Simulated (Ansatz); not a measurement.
The system is CdSe (Cadmoselite).

```xyz
4
Lattice="4.3000 0.0000 0.0000 -2.1500 3.7239 0.0000 0.0000 0.0000 7.0200" Properties=species:S:1:pos:R:3 pbc="T T T"
Cd    2.1500    1.2413    3.5100
Cd    0.0000    2.4826    0.0000
Se    2.1500    1.2413    6.2127
Se    0.0000    2.4826    2.7027
```

- Program: Ansatz 0.2.0
- Task: relaxation of cell and atoms
- Functional: PBEsol
- Potentials or basis: all-electron LAPW, scalar-relativistic
- Basis error allowed: 0.002 eV/atom
- k mesh: 7 × 7 × 4
- Occupations: fermi-dirac, width 0.05 eV
- Spin: no spin polarisation

At the start: volume 28.10 Å³/atom.

**Question.** How do energy, volume and symmetry change on relaxing?

**Answer.** Over 5 steps the energy falls by 4.6 meV/atom and the volume is 28.14 Å³/atom (+0.1 %); space group P6_3mc (No. 186, to 0.05 Å).

Step by step:
| step | energy change (eV) | largest force (eV/Å) | volume (Å³) |
| --- | --- | --- | --- |
| 1 | 0.0000 | 0.2651 | 112.41 |
| 2 | -0.0178 | 0.0039 | 112.40 |
| 3 | -0.0183 | 0.0017 | 112.69 |
| 4 | -0.0183 | 0.0009 | 112.54 |
| 5 | -0.0183 | 0.0009 | 112.54 |

Final structure:
```yaml
crystal:
  lattice:
    - [4.30189, 0.00000, 0.00000]
    - [-2.15094, 3.72555, 0.00000]
    - [0.00000, 0.00000, 7.02207]
  atoms:
    - { symbol: Cd, position: [0.66667, 0.33333, 0.50468] }
    - { symbol: Cd, position: [0.33333, 0.66667, 0.00468] }
    - { symbol: Se, position: [0.66667, 0.33333, 0.88032] }
    - { symbol: Se, position: [0.33333, 0.66667, 0.38032] }
```
